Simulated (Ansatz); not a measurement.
# MgS under changes of volume

One of the cells (22.740 Å³/atom); the others are scaled copies at fixed shape and fractional positions:

```
CELL_PARAMETERS angstrom
0.00000 2.83312 2.83312
2.83312 0.00000 2.83312
2.83312 2.83312 0.00000
ATOMIC_POSITIONS crystal
S 0.25000 0.25000 0.25000
Mg 0.00000 0.00000 0.00000
```

The cell comes from a database or a generator and needn't be the stable form of this composition.

| Property | Result |
| --- | --- |
| Program | Ansatz 0.2.0 |
| Functional | PBE |
| Potentials or basis | Ansatz PAW |
| Cutoff | 420 eV (not typed: the program's choice for these potentials) |
| k mesh | 8 × 8 × 8 |
| Occupations | fermi-dirac, width 0.05 eV |
| Spin | no spin polarisation |

```csv
volume (Å³/atom),energy over the lowest point (meV/atom),pressure (GPa),gap on the mesh (eV)
21.376,25.78,5.1,3.77
21.831,13.57,3.6,3.66
22.285,5.46,2.2,3.56
22.740,1.05,0.9,3.45
23.195,0.00,-0.2,3.36
23.650,1.98,-1.2,3.26
24.105,?,?,?
```

Task: What does the run at 24.105 Å³/atom give?

Result: Energy over the lowest point 6.71 meV/atom; pressure -2.1 GPa; gap on the mesh 3.17 eV.

Worked out: A Birch-Murnaghan fit of order 3 (a polynomial in V^(-2/3)) to the other rows has its minimum at 23.12 Å³/atom with B0 = V·E''(V) = 55 GPa and B' = 4.0. It gives 6.72 meV/atom at 24.105 Å³/atom, against the run's 6.71, and -dE/dV = -2.1 GPa, against -2.1. A straight line through the other rows of the gap, of slope -5.03 eV per unit of ln V (its deformation potential), extrapolates to 3.16 eV, against the run's 3.17.

Energies are extrapolated to zero smearing.

A mesh can miss the band edges.
